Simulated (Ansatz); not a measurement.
Ag in Ansatz: the effect of functional

Crystal: Ag.

```
Ag
1.0
    -1.66662    1.66662    1.66662
     1.66662   -1.66662    1.66662
     1.66662    1.66662   -1.66662
Ag
1
Direct
  0.00000 0.00000 0.00000
```

This isn't the form of Ag at room conditions, which is fcc.

The cell isn't the ideal one: volume scaled by 1.02.

Alike in all runs:

- Program: Ansatz 0.2.0
- Task: single point
- Potentials or basis: Ansatz PAW
- k mesh: 11 × 11 × 11
- Occupations: fermi-dirac, width 0.05 eV
- Spin: no spin polarisation

| functional | cutoff | pressure (GPa) |
| --- | --- | --- |
| LDA | 420 eV (not typed: the program's choice for these potentials) | -12.7 |
| PBEsol | 420 eV (not typed: the program's choice for these potentials) | -8.6 |
| r2SCAN | 500 eV (not typed: the program's choice for these potentials) | ? |

**Question.** What does the run with functional r2SCAN give?

**Answer.** Pressure -5.2 GPa.

Caveats: the PAW data sets come from PBE, with cores solved anew for the run's functional, which leaves a small shift of forces and pressure.
